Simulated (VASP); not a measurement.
# Mo under strain, part 3 of 3

Aim: follow the pressure of Mo through compression, expansion and shear. All runs use PBE. Left out of this account: 1 further run (self-consistent run: a reference on another mesh). The start is a cell from a database of measured crystal structures.

VASP 6.6.1; PBE; plane waves and PAW (Mo_sv).

Still holding for the runs below: Spin-orbit coupling is off here; it would split degenerate levels.

So far, pressure (GPa): step 2 (bands, cell as listed) 3.25; step 3 (cell volume +4.0 %) -6.73; step 4 (cell volume +8.0 %) -14.8; step 5 (bands, sheared, principal strains -2.0, -0.5, +2.5 %) 3.46.

## 6. Bands, volume times 0.96

The cell is compressed evenly, with fractional positions held.

INCAR reads:

```
SYSTEM = Mo
PREC = Accurate
ENCUT = 400
EDIFF = 1E-06
NELM = 100
ISMEAR = -1
SIGMA = 0.05
LREAL = .FALSE.
ALGO = Normal
GGA = PE
NBANDS = 18
LASPH = .TRUE.
LORBIT = 11
LWAVE = .FALSE.
LCHARG = .FALSE.
KPAR = 2
```

POSCAR reads:

```
Mo
1.0
   -1.5521500284      1.5521500284      1.5521500284
    1.5521500284     -1.5521500284      1.5521500284
    1.5521500284      1.5521500284     -1.5521500284
Mo
1
Direct
    0.0000000000      0.0000000000      0.0000000000
```

KPOINTS reads:

```
Automatic mesh
0
Gamma
17 17 17
0 0 0
```

KPOINTS_OPT reads:

```
Line mode
16
Line-mode
Reciprocal
  0.00000000   0.00000000   0.00000000 GAMMA
  0.50000000  -0.50000000   0.50000000 H

  0.50000000  -0.50000000   0.50000000 H
  0.00000000   0.00000000   0.50000000 N

  0.00000000   0.00000000   0.50000000 N
  0.00000000   0.00000000   0.00000000 GAMMA

  0.00000000   0.00000000   0.00000000 GAMMA
  0.25000000   0.25000000   0.25000000 P

  0.25000000   0.25000000   0.25000000 P
  0.50000000  -0.50000000   0.50000000 H

  0.25000000   0.25000000   0.25000000 P
  0.00000000   0.00000000   0.50000000 N
```

The projector-augmented-wave data sets are Mo_sv (PBE family, release 64).

Command:

```console
mpirun -np 2 vasp_std
```

Output:

```text
[... set-up lines as in an earlier step ...]
 entering main loop
       N       E                     dE             d eps       ncg     rms          rms(c)
DAV:   1     0.851028241966E+02    0.85103E+02   -0.62714E+03  6180   0.660E+02
DAV:   2    -0.102799682170E+02   -0.95383E+02   -0.91262E+02  6738   0.227E+02
DAV:   3    -0.115115257156E+02   -0.12316E+01   -0.12268E+01  6812   0.256E+01
DAV:   4    -0.115138725404E+02   -0.23468E-02   -0.23467E-02  6706   0.128E+00
DAV:   5    -0.115138807236E+02   -0.81832E-05   -0.81836E-05  6526   0.696E-02    0.162E+01
DAV:   6    -0.109803320941E+02    0.53355E+00   -0.37619E-01  6180   0.717E+00    0.489E+00
DAV:   7    -0.108984144253E+02    0.81918E-01   -0.83459E-02  6452   0.334E+00    0.870E-01
DAV:   8    -0.108945218052E+02    0.38926E-02   -0.38977E-03  6382   0.574E-01    0.159E-01
DAV:   9    -0.108945630978E+02   -0.41293E-04   -0.66150E-05  7142   0.762E-02    0.826E-02
DAV:  10    -0.108945686135E+02   -0.55157E-05   -0.13335E-05  6506   0.366E-02    0.422E-03
DAV:  11    -0.108945692180E+02   -0.60443E-06   -0.15110E-07  3638   0.364E-03
   1 F= -.10894569E+02 E0= -.10892620E+02  d E =-.389936E-02
 Start KPOINTS_OPT (optional k-point list driver)
k-point batch [1-96\96]
       N       E                     dE             ncg
DAV:   1    -0.568627450103E+04   -0.53243E+05     3552
DAV:   2    -0.148626049020E+05   -0.91763E+04     3934
DAV:   3    -0.149788241949E+05   -0.11622E+03     4056
DAV:   4    -0.149790673941E+05   -0.24320E+00     3884
DAV:   5    -0.149790683565E+05   -0.96235E-03     3802
DAV:   6    -0.149790683631E+05   -0.65880E-05     3820
DAV:   7    -0.149790683633E+05   -0.17707E-06     2854
```

Elapsed: 11 s, on 2 MPI ranks of Intel Xeon Platinum 8488C (Sapphire Rapids), shared host; peak memory 0.28 GiB.

OUTCAR, selected parts (step 6):

```text
   ENCUT  =  400.0 eV  29.40 Ry    5.42 a.u.   4.38  4.38  4.38*2*pi/ulx,y,z

   NELECT =      14.0000    total number of electrons

 E-fermi :  13.3852

 k-point     1 :       0.0000    0.0000    0.0000
  band No.  band energies     occupation
    ...
      4     -21.1327      2.00000
      5       5.9420      2.00000
      6      11.8626      2.00000
      7      11.8626      2.00000
      8      11.8626      2.00000
      9      15.0564      0.00000
     10      15.0564      0.00000
     11      28.2132      0.00000
     12      28.2132      0.00000
     13      28.2132      0.00000
    ...

  Total        1.4502171      1.4502171      1.4502171     -0.0000000     -0.0000000      0.0000000
  in kB      155.3397171    155.3397171    155.3397171     -0.0000000     -0.0000000      0.0000000
  external PRESSURE =     155.3397171 kB  Pullay stress =       0.0000000 kB

 POSITION                                       TOTAL-FORCE (eV/Angst)
 -----------------------------------------------------------------------------------
      0.00000      0.00000      0.00000         0.000000     -0.000000      0.000000
 -----------------------------------------------------------------------------------
    total drift:                               -0.000000      0.000000      0.000000

  FREE ENERGIE OF THE ION-ELECTRON SYSTEM (eV)
  ---------------------------------------------------
  free  energy   TOTEN  =       -10.8945692180 eV

  energy  without entropy=      -10.8906698566  energy(sigma->0) =      -10.89261954

[... 4 parts as in an earlier step ...]

[... 12 further parts left out ...]
```

This step gave:

* irreducible k-points: 165
* symmetry operations: 48
* free energy (TOTEN): -10.89 eV
* energy at zero smearing: -10.89 eV
* Fermi energy: 13.39 eV
* pressure: 15.53 GPa

The electronic bands at the labelled points (eV, zero at the Fermi level; # counts the bands kept, so #1 is VASP's band 5):

| point | #1 | #2 | #3 | #4 | #5 | #6 |
| --- | --- | --- | --- | --- | --- | --- |
| Γ | -7.44 | -1.52 | -1.52 | -1.52 | 1.67 | 1.67 |
| 0.53 of the way | -3.78 | -3.31 | -0.51 | -0.51 | 1.12 | 3.85 |
| H | -5.86 | -5.86 | 4.17 | 4.17 | 4.17 | 9.35 |
| 0.53 of the way | -4.68 | -3.29 | -1.24 | 0.14 | 4.61 | 7.61 |
| N | -5.67 | -3.69 | 1.73 | 1.74 | 2.39 | 4.99 |
| 0.47 of the way | -5.35 | -2.84 | -1.58 | 1.17 | 1.36 | 1.88 |
| Γ | -7.44 | -1.52 | -1.52 | -1.52 | 1.67 | 1.67 |
| 0.47 of the way | -4.58 | -2.91 | -2.91 | 1.63 | 1.63 | 2.76 |
| P | -2.79 | -2.79 | -2.79 | 2.53 | 2.53 | 10.02 |
| 0.47 of the way | -3.41 | -3.15 | -3.15 | 2.28 | 2.28 | 10.73 |
| H | -5.86 | -5.86 | 4.17 | 4.17 | 4.17 | 9.35 |
| jump to P | -2.79 | -2.79 | -2.79 | 2.53 | 2.53 | 10.02 |
| 0.47 of the way | -4.23 | -3.61 | -0.78 | 2.13 | 2.47 | 8.29 |
| N | -5.67 | -3.69 | 1.73 | 1.74 | 2.39 | 4.99 |

The electronic bands as a text plot (rows in eV, shown from -7.4 to 1.4 only):

```
    1.2 | *    *            *    * **
    0.9 |               *     *   *      *                     *
    0.5 |  *  *            **  *                        *
    0.1 |    *  *       ***       *                           *
   -0.2 |   *                      *
   -0.6 |      *                *       *
   -1.0 |  ** *                     *                  *     *
   -1.4 |** **           * *         ***
   -1.7 | ** *                   ********             *     *
   -2.1 |                 *        *
   -2.5 |     *           *       *      **  *** ***       *
   -2.8 |                  *     *             **   *      *
   -3.2 |      *         *      *          ****  *   *      *
   -3.6 |                   ****            *        *      *****
   -3.9 |     ***                          *      * * *      *
   -4.3 |               *                          *
   -4.7 |    *   *       *                             *      *
   -5.0 |        **    ** **              *             *
   -5.4 |         **  **    * ****                             *
   -5.8 |   *      ***       *    *      *               **     *
   -6.2 |                          *
   -6.5 |  *
   -6.9 | *                         *   *
   -7.3 |*                           ***
         Γ           H       N        Γ         P        H|P    N
```

 The pressure is 15.53 GPa.

Of the bands kept, 3 cross the Fermi level on this path.

## 7. Bands, volume times 0.92

The cell is scaled evenly once more. A prediction first. A parabola through the 4 pressures of evenly scaled cells so far, P = 3.28 -277.5 t +549 t² GPa with t = ln(V/V₁) and V₁ the volume at scale 1, gives 30.23 GPa at t = -0.0834.

INCAR is that of step 6.

POSCAR reads:

```
Mo
1.0
   -1.5302858480      1.5302858480      1.5302858480
    1.5302858480     -1.5302858480      1.5302858480
    1.5302858480      1.5302858480     -1.5302858480
Mo
1
Direct
    0.0000000000      0.0000000000      0.0000000000
```

KPOINTS is that of step 6.

KPOINTS_OPT is that of step 6.

Command:

```console
mpirun -np 2 vasp_std
```

Output:

```text
[... set-up lines as in an earlier step ...]
 entering main loop
       N       E                     dE             d eps       ncg     rms          rms(c)
DAV:   1     0.838912279672E+02    0.83891E+02   -0.62328E+03  6078   0.661E+02
DAV:   2    -0.102007796548E+02   -0.94092E+02   -0.90023E+02  6704   0.227E+02
DAV:   3    -0.113790770217E+02   -0.11783E+01   -0.11742E+01  6878   0.254E+01
DAV:   4    -0.113812421566E+02   -0.21651E-02   -0.21651E-02  6588   0.124E+00
DAV:   5    -0.113812493618E+02   -0.72053E-05   -0.72035E-05  6618   0.656E-02    0.179E+01
DAV:   6    -0.108857772161E+02    0.49547E+00   -0.34243E-01  6196   0.690E+00    0.583E+00
DAV:   7    -0.108048668580E+02    0.80910E-01   -0.82973E-02  6456   0.337E+00    0.787E-01
DAV:   8    -0.108010224872E+02    0.38444E-02   -0.37354E-03  6420   0.564E-01    0.155E-01
DAV:   9    -0.108010697356E+02   -0.47248E-04   -0.44038E-05  7134   0.594E-02    0.901E-02
DAV:  10    -0.108010744176E+02   -0.46820E-05   -0.11460E-05  6498   0.346E-02    0.534E-03
DAV:  11    -0.108010750005E+02   -0.58286E-06   -0.12646E-07  3642   0.340E-03
   1 F= -.10801075E+02 E0= -.10798971E+02  d E =-.420753E-02
 Start KPOINTS_OPT (optional k-point list driver)
k-point batch [1-96\96]
       N       E                     dE             ncg
DAV:   1    -0.498954598401E+04   -0.53542E+05     3568
DAV:   2    -0.139998484860E+05   -0.90103E+04     3906
DAV:   3    -0.141117681714E+05   -0.11192E+03     3978
DAV:   4    -0.141119901066E+05   -0.22194E+00     3866
DAV:   5    -0.141119909004E+05   -0.79380E-03     3894
DAV:   6    -0.141119909051E+05   -0.47641E-05     3488
DAV:   7    -0.141119909053E+05   -0.21409E-06     3024
```

Wall time 10 s (2 MPI ranks); peak memory 0.28 GiB.

OUTCAR, selected parts (step 7):

```text
   ENCUT  =  400.0 eV  29.40 Ry    5.42 a.u.   4.32  4.32  4.32*2*pi/ulx,y,z

   NELECT =      14.0000    total number of electrons

 E-fermi :  14.1295

 k-point     1 :       0.0000    0.0000    0.0000
  band No.  band energies     occupation
    ...
      4     -20.3089      2.00000
      5       6.5439      2.00000
      6      12.4940      2.00000
      7      12.4940      2.00000
      8      12.4940      2.00000
      9      15.8554      0.00000
     10      15.8554      0.00000
     11      28.9873      0.00000
     12      28.9873      0.00000
     13      28.9873      0.00000
    ...

  Total        2.7411586      2.7411586      2.7411586      0.0000000      0.0000000      0.0000000
  in kB      306.3846948    306.3846948    306.3846948      0.0000000      0.0000000      0.0000000
  external PRESSURE =     306.3846948 kB  Pullay stress =       0.0000000 kB

 POSITION                                       TOTAL-FORCE (eV/Angst)
 -----------------------------------------------------------------------------------
      0.00000      0.00000      0.00000         0.000000     -0.000000     -0.000000
 -----------------------------------------------------------------------------------
    total drift:                                0.000000      0.000000      0.000000

  FREE ENERGIE OF THE ION-ELECTRON SYSTEM (eV)
  ---------------------------------------------------
  free  energy   TOTEN  =       -10.8010750005 eV

  energy  without entropy=      -10.7968674665  energy(sigma->0) =      -10.79897123

[... 4 parts as in an earlier step ...]

[... 12 further parts left out ...]
```

This step gave:

```
free energy (TOTEN)     : -10.80 eV
energy at zero smearing : -10.80 eV
Fermi energy            : 14.13 eV
pressure                : 30.64 GPa
```

The electronic bands at the labelled points (eV, zero at the Fermi level; # counts the bands kept, so #1 is VASP's band 5):

| point | #1 | #2 | #3 | #4 | #5 | #6 |
| --- | --- | --- | --- | --- | --- | --- |
| Γ | -7.59 | -1.64 | -1.64 | -1.64 | 1.73 | 1.73 |
| 0.47 of the way | -4.11 | -2.82 | -1.00 | -1.00 | 0.55 | 3.62 |
| H | -6.24 | -6.24 | 4.41 | 4.41 | 4.41 | 9.69 |
| 0.47 of the way | -5.06 | -4.10 | -0.60 | 0.42 | 4.78 | 8.54 |
| N | -5.96 | -3.93 | 1.81 | 1.92 | 2.52 | 5.29 |
| 0.53 of the way | -5.68 | -2.80 | -1.84 | 0.76 | 1.09 | 1.87 |
| Γ | -7.59 | -1.64 | -1.64 | -1.64 | 1.73 | 1.73 |
| 0.47 of the way | -4.63 | -3.10 | -3.10 | 1.69 | 1.69 | 2.92 |
| P | -2.90 | -2.90 | -2.90 | 2.66 | 2.66 | 10.49 |
| 0.47 of the way | -3.62 | -3.32 | -3.32 | 2.40 | 2.40 | 11.19 |
| H | -6.24 | -6.24 | 4.41 | 4.41 | 4.41 | 9.69 |
| jump to P | -2.90 | -2.90 | -2.90 | 2.66 | 2.66 | 10.49 |
| 0.53 of the way | -4.74 | -3.86 | -0.35 | 2.15 | 2.58 | 8.14 |
| N | -5.96 | -3.93 | 1.81 | 1.92 | 2.52 | 5.29 |

The electronic bands as a text plot (rows in eV, shown from -7.6 to 1.5 only):

```
    1.3 | *    *            * *  *  *
    0.9 |               *         **     *                     *
    0.5 |  *  *            **  *                        *
    0.1 |    *  *       ***       *                           *
   -0.2 |   *                      *
   -0.6 |      *                *       *
   -1.0 |   * *                     *                  *     *
   -1.4 | ** *           * *          **
   -1.7 |****                    *******                    *
   -2.1 |    *            *             *             *
   -2.5 |                 *       **     *   ***  **       *
   -2.9 |     *            *     *        *     **  *      *
   -3.3 |                                  **  * *   *     *
   -3.6 |      *         *  *  **           ***      *      **
   -4.0 |     ***            **            *      * *        ****
   -4.4 |       *                                  *  *
   -4.8 |    *   *      *                              *
   -5.1 |               ***               *                   *
   -5.5 |        **    *   *    **                      *      *
   -5.9 |   *     **  **    ****  *      *               *      *
   -6.3 |           **             *                      *
   -6.6 |  *
   -7.0 | *                         *   *
   -7.4 |*                           ***
         Γ           H       N        Γ         P        H|P    N
```

 The pressure is 30.64 GPa. The parabola predicted 30.23 GPa, -0.40 GPa off.

## 8. The runs together

| cell | mesh | pressure (GPa) | gap (eV) |
| --- | --- | --- | --- |
| cell as listed | 17×17×17 | 3.25 | none |
| volume times 1.04 | 17×17×17 | -6.73 | none |
| volume times 1.08 | 17×17×17 | -14.83 | none |
| sheared, principal strains -2.0, -0.5, +2.5 % | 17×17×17 | 3.46 | none |
| volume times 0.96 | 17×17×17 | 15.53 | none |
| volume times 0.92 | 17×17×17 | 30.64 | none |

## 9. Outcome

| Item | Value |
| --- | --- |
| pressure, cell as listed | 3.25 GPa |
| pressure, volume times 1.04 | -6.73 GPa |
| pressure, volume times 1.08 | -14.8 GPa |
| pressure, sheared, principal strains -2.0, -0.5, +2.5 % | 3.46 GPa |
| pressure, volume times 0.96 | 15.5 GPa |
| pressure, volume times 0.92 | 30.6 GPa |
| bulk modulus at the listed volume, shape and positions held | 279 GPa |

What this shows: The slope of pressure against ln V at the listed volume gives a bulk modulus of 279 GPa at fixed shape and positions. Spin-orbit coupling is left out; it would split some degenerate bands.

[Lines on the potential files, build, host, timing and source positions are cut from VASP's logs without a mark.]

[Logs are printed without paths, hosts, clocks, repeated set-up lines and the standing remarks that a program may print on its own settings, such as how far it seeks lower states.]

[Hosts, paths, dates, database ids (printed as entryN), source tags and the programs' standing remarks are cut or masked in the printed files.]

[A measured line is paired with the nearest computed mode of its activity, which favours agreement.]
